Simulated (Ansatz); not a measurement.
## Al3InAs4: which arrangement of Al and In?

Theory: DFT PBE, scalar-relativistic, plane waves, PAW (Ansatz). All cells share a 420 eV cutoff and Γ-centred k meshes spaced at most about 0.3 Å⁻¹ (2π included). No spin polarisation.

Temperature and zero-point effects are left out. Each row is a relaxed arrangement of Al and In on shared sites of the zinc blende type. The column n gives the unlike atoms among the 12 nearest shared sites, averaged over those sites; energies count from the lowest row.

```
row      space group    source  atoms  n (of 12)  V (Å³/atom)  gap on mesh (eV)  ΔE (meV/atom)
  1  P-4m2 (No. 115)  invented      8       4.00        24.87              1.03            7.4
  2    Amm2 (No. 38)  invented      8       5.00        24.88              0.97              ?
  3  I-42m (No. 121)  invented      8       6.00        24.82              1.15            0.0
```

The cell of row 2:

Space group Amm2 (No. 38). a = 4.127 Å, b = 8.259 Å, c = 11.677 Å, α = 90.00°, β = 90.00°, γ = 90.00°
| atom | site | symmetry | x | y | z |
| --- | --- | --- | --- | --- | --- |
| Al | 2a | mm2 | 0.0000 | 0.5000 | 0.5001 |
| Al | 4e | m.. | 0.5000 | 0.2507 | 0.2499 |
| In | 2a | mm2 | 0.0000 | 0.5000 | 0.0007 |
| As | 4d | m.. | 0.0000 | 0.7607 | 0.1304 |
| As | 2b | mm2 | 0.5000 | 0.5000 | 0.8636 |
| As | 2b | mm2 | 0.5000 | 0.5000 | 0.3751 |

Question: Take rows 1 and 3 to fix a model with nearest pairs alone, and estimate the missing value.

Answer: The slope is (0.0 − 7.4)/(6.00 − 4.00) = -3.7 meV/atom for each unlike neighbour. At n = 5.00 that gives 7.4 + (-3.7) × (5.00 − 4.00) = 3.7 meV/atom. The computed value is 12.4 meV/atom, so the model is off by -8.7. Nearest pairs aren't enough here: farther pairs and the strain of relaxing around atoms of unlike size count too.

Kohn–Sham gaps at this level usually fall short of measured ones. Only small cells were tried; in real samples the shared sites are often disordered. Some candidate types were left out of the draw beforehand, so a known form may be missing.

The energy doesn't fall steadily with the number of unlike neighbours: row 2, with the intermediate count, lies highest, at 12.4 meV/atom. The As environments suggest why. In–As bonds prefer to be longer than Al–As bonds, and As relieves the mismatch by moving away from In. In row 3 no two In atoms are nearest neighbours on the shared sites, so every As has one In and three Al around it and can make this shift. In row 2 the As atoms next to In do move away from it, but the As bonded only to Al stays almost at its ideal position in a nearly cubic framework, which leaves its bonds stretched. Row 1 also has Al-only As, but its layered order can probably relieve part of the strain by adjusting the layer spacing. The gap narrows as the energy rises, so it too follows the arrangement rather than the pair count. Without energies for AlAs and InAs, the ranking doesn't show whether even row 3 resists phase separation.
